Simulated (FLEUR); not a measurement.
# Cu2O (Cuprite) (Pn-3m) in FLEUR: single point with PBE

Aim: the single point of Cu2O (Cuprite) with PBE.

Everything below comes from runs of FLEUR MaX-R8.1 (later development tree). Logs are shortened: lines on timing, memory, paths and dates and some standing lists are left out, and cuts for length are marked.

**What was measured.**

From “Importance of surface oxygen vacancies for ultrafast hot carrier relaxation and transport in Cu2O”, 2021, arxiv:2103.03167, for a bulk crystal of Cu2O: band gap 2.17 eV (direct).

How close the calculation comes is told below.

**1. The structure**

Symmetry: Pn-3m, No. 224, cubic system. Conventional cell: a = 4.260 Å, b = 4.260 Å, c = 4.260 Å, α = 90.00°, β = 90.00°, γ = 90.00°. Cu (site symmetry -3m) is surrounded by 2 O at 1.84 Å. Around O (site symmetry -43m) lie 4 Cu at 1.84 Å.

**2. Single point, PBE**

inp.xml reads:

```xml
<?xml version="1.0" encoding="UTF-8" standalone="no"?>
<fleurInput fleurInputVersion="0.39">
   <comment>
      Cu2O                                                                                                
   </comment>
   <calculationSetup>
      <cutoffs Kmax="5.47" Gmax="17.0" GmaxXC="17.0" numbands="0"/>
      <scfLoop itmax="60" minDistance="0.00001" maxIterBroyd="15" imix="Anderson" alpha="0.05" precondParam="0.0" spinf="2.0" sdNocoIR="T"/>
      <coreElectrons ctail="T" frcor="F" kcrel="0" coretail_lmax="0"/>
      <xcFunctional name="pbe" relativisticCorrections="F"/>
      <magnetism jspins="1"/>
      <soc l_soc="F" theta="0.0" phi="0.0" spav="F"/>
      <expertModes spex="0" secvar="F"/>
      <geometryOptimization l_f="T" forcealpha="1.0" forcemix="BFGS" epsdisp="0.0005" epsforce="0.0002"/>
      <ldaU l_linMix="F" mixParam="0.05" spinf="1.0"/>
   </calculationSetup>
   <cell>
      <bzIntegration valenceElectrons="88.0" mode="hist" fermiSmearingEnergy="0.00183747">
         <kPointListSelection listName="default-1"/>
         <!-- k-points included here -->
         <xi:include xmlns:xi="http://www.w3.org/2001/XInclude" href="kpts.xml"> </xi:include>
      </bzIntegration>
      <!-- symmetry operations included here -->
      <xi:include xmlns:xi="http://www.w3.org/2001/XInclude" href="sym.xml"> </xi:include>
      <bulkLattice scale="1.0">
         <bravaisMatrix>
            <row-1>    8.0502332907959993     0.0000000000000000     0.0000000000000000</row-1>
            <row-2>    0.0000000000000000     8.0502332907959993     0.0000000000000000</row-2>
            <row-3>    0.0000000000000000     0.0000000000000000     8.0502332907959993</row-3>
         </bravaisMatrix>
      </bulkLattice>
   </cell>
   <atomSpecies>
      <species name="Copper (Cu)" element="Cu" atomicNumber="29">
         <mtSphere radius="1.79" gridPoints="605" logIncrement="0.02"/>
         <atomicCutoffs lmax="8" lnonsphr="6"/>
         <electronConfig flipSpins="F">
            <coreConfig>(1s1/2) (2s1/2) (2p1/2) (2p3/2)</coreConfig>
            <valenceConfig>(3s1/2) (3p1/2) (3p3/2) (4s1/2) (3d3/2) (3d5/2)</valenceConfig>
            <stateOccupation state="(4s1/2)" spinUp="0.500000" spinDown="0.500000"/>
         </electronConfig>
         <energyParameters s="4" p="4" d="3" f="4"/>
         <lo type="SCLO" l="0" n="3" eDeriv="0"/>
         <lo type="SCLO" l="1" n="3" eDeriv="0"/>
         <lo type="SCLO" l="1" n="3" eDeriv="1"/>
         <lo type="SCLO" l="2" n="3" eDeriv="2"/>
         <lo type="SCLO" l="3" n="4" eDeriv="2"/>
      </species>
      <species name="Oxygen (O)" element="O" atomicNumber="8">
         <mtSphere radius="1.37" gridPoints="463" logIncrement="0.023"/>
         <atomicCutoffs lmax="8" lnonsphr="6"/>
         <electronConfig flipSpins="F">
            <coreConfig>(1s1/2)</coreConfig>
            <valenceConfig>(2s1/2) (2p1/2) (2p3/2)</valenceConfig>
            <stateOccupation state="(2p1/2)" spinUp="0.666667" spinDown="0.666667"/>
            <stateOccupation state="(2p3/2)" spinUp="1.333333" spinDown="1.333333"/>
         </electronConfig>
         <energyParameters s="2" p="2" d="3" f="4"/>
         <lo type="SCLO" l="0" n="2" eDeriv="2"/>
         <lo type="SCLO" l="1" n="2" eDeriv="2"/>
         <lo type="SCLO" l="2" n="3" eDeriv="2"/>
      </species>
   </atomSpecies>
   <atomGroups>
      <atomGroup species="Copper (Cu)">
         <relPos label="                   1">1.000/2.000 .0000000000 1.000/2.000</relPos>
         <relPos label="                   2">1.000/2.000 1.000/2.000 .0000000000</relPos>
         <relPos label="                   3">.0000000000 1.000/2.000 1.000/2.000</relPos>
         <relPos label="                   4">.0000000000 .0000000000 .0000000000</relPos>
         <force calculate="T" relaxXYZ="TTT"/>
      </atomGroup>
      <atomGroup species="Oxygen (O)">
         <relPos label="                   5">1.000/4.000 1.000/4.000 1.000/4.000</relPos>
         <relPos label="                   6">-1.000/4.000 -1.000/4.000 -1.000/4.000</relPos>
         <force calculate="T" relaxXYZ="TTT"/>
      </atomGroup>
   </atomGroups>
   <output dos="F" band="F" slice="F">
      <checks vchk="F" cdinf="F"/>
      <bandDOS minEnergy="-.5*Htr" maxEnergy="0.5*Htr" sigma="0.015" storeEVData="T"/>
      <vacuumDOS vacdos="F" integ="F" star="F" nstars="0" locx1="0.0" locy1="0.0" locx2="0.0" locy2="0.0" nstm="0" tworkf="0.0"/>
      <unfoldingBand unfoldBand="F" supercellX="1" supercellY="1" supercellZ="1"/>
      <plotting iplot="0" polar="F">
         <plot TwoD="T" vec1="  1.0  0.0  0.0" vec2="  0.0  1.0  0.0" vec3="  0.0  0.0  1.0" zero="  0.0  0.0  0.0" file="plot"/>
      </plotting>
      <chargeDensitySlicing numkpt="0" minEigenval="0.0" maxEigenval="0.0" nnne="0" pallst="F"/>
      <specialOutput eonly="F"/>
      <moessbauerParams electricFieldGradient="T" isomerShift="T" coreHyperfine="T" valenceHyperfine="T"/>
      <magneticCircularDichroism mcd="F" energyLo="-10.0" energyUp="0.0"/>
   </output>
  <!-- We include the file relax.xml here to enable relaxations (see documentation) -->
  <xi:include xmlns:xi="http://www.w3.org/2001/XInclude" href="relax.xml"> <xi:fallback/> </xi:include>
</fleurInput>
```

crystal.txt reads:

```
Cu2O
&input cartesian=F /
4.2600000000  0.0000000000  0.0000000000
0.0000000000  4.2600000000  0.0000000000
0.0000000000  0.0000000000  4.2600000000
1.8897261246
1.0 1.0 1.0

6
29 0.7500000000  0.2500000000  0.7500000000
29 0.7500000000  0.7500000000  0.2500000000
29 0.2500000000  0.7500000000  0.7500000000
29 0.2500000000  0.2500000000  0.2500000000
8 0.5000000000  0.5000000000  0.5000000000
8 0.0000000000  0.0000000000  0.0000000000

&kpt div1=6 div2=6 div3=6 gamma=T /
```

Potentials or basis: all-electron, FLAPW.

Started as:

```bash
$ inpgen -f crystal.txt -profile fastHighL
$ # inp.xml edited to the form shown
$ fleur_MPI
```

Output:

```text
Welcome to FLEUR        (www.flapw.de)
      MaX-Release 8.1          (www.max-centre.eu)

 ========== k-point set info ==========
 Selected k-point list: default-1
 k-point list type: mesh
 6 x 6 x 6
 Number of k points: 20

 ------------Calculation Setup---------------------------
 Number of MPI-tasks      :            1
 Number of PE/node        :            1
 Number of OMP-threads    :            1
 Most efficient MPI parallelization for:
           1           2           4           5          10          20
 Additional eigenvalue parallelization possible
 Number of basis functions:         1682
 Approximate size of matrices (H+S) per k-point:         0.042 GB
 --------------------------------------------------------
 Iteration:     1   Distance:      36.90174350 me/bohr^3
 Iteration:     2   Distance:      27.29389442 me/bohr^3
 Iteration:     3   Distance:      12.08544900 me/bohr^3
 Iteration:     4   Distance:       9.54532250 me/bohr^3
 Iteration:     5   Distance:       8.73486732 me/bohr^3
 Iteration:     6   Distance:       1.81888368 me/bohr^3
 Iteration:     7   Distance:       1.36442478 me/bohr^3
 Iteration:     8   Distance:       0.87186698 me/bohr^3
 Iteration:     9   Distance:       0.08174721 me/bohr^3
 Iteration:    10   Distance:       0.08687117 me/bohr^3
 Iteration:    11   Distance:       0.01205848 me/bohr^3
 Iteration:    12   Distance:       0.00280307 me/bohr^3
 Iteration:    13   Distance:       0.00358431 me/bohr^3
 Iteration:    14   Distance:       0.00013352 me/bohr^3
 Iteration:    15   Distance:       0.00006326 me/bohr^3
 Iteration:    16   Distance:       0.00005820 me/bohr^3
 Iteration:    17   Distance:       0.00003220 me/bohr^3
 Iteration:    18   Distance:       0.00001010 me/bohr^3
 Iteration:    19   Distance:       0.00000378 me/bohr^3

 ********************************************************************
 Run finished successfully
 Stop message:
   Structural relaxation: Done
 ********************************************************************
```

Run time: 10 min. Hardware: 1 thread of Arm Neoverse V1, shared host; peak memory 0.16 GiB.

What came out:

| Property | Result |
| --- | --- |
| Free energy | -184237.0421 eV |
| Band gap on the k mesh | 0.54 eV, direct |
| Valence electrons inside the program's atomic spheres | Cu 16.85; O 4.40 (radii Cu 1.79, O 1.37 bohr) |

Core levels (eV from the Fermi level):
```tsv
atom	levels
1 Cu	1s1/2 -8846.7, 2s1/2 -1060.0, 2p1/2 -928.3, 2p3/2 -907.8
2 Cu	1s1/2 -8846.7, 2s1/2 -1060.0, 2p1/2 -928.3, 2p3/2 -907.8
3 Cu	1s1/2 -8846.7, 2s1/2 -1060.0, 2p1/2 -928.3, 2p3/2 -907.8
4 Cu	1s1/2 -8846.7, 2s1/2 -1060.0, 2p1/2 -928.3, 2p3/2 -907.8
5 O	1s1/2 -507.6
6 O	1s1/2 -507.6
```

**3. How close it comes**

Step 2. A measured gap of Cu2O is 2.17 eV (direct; quoted in “Importance of surface oxygen vacancies for ultrafast hot carrier relaxation and transport in Cu2O”, 2021, arxiv:2103.03167); the calculated 0.54 eV misses it by -1.63 eV. So large a miss can be the level of theory's own, or it may mean another phase, state or a wrong row. The value is that of PBE on a finite k mesh, which can miss the band edges, without temperature or zero-point motion. Semilocal functionals fall short of measured gaps as a rule.
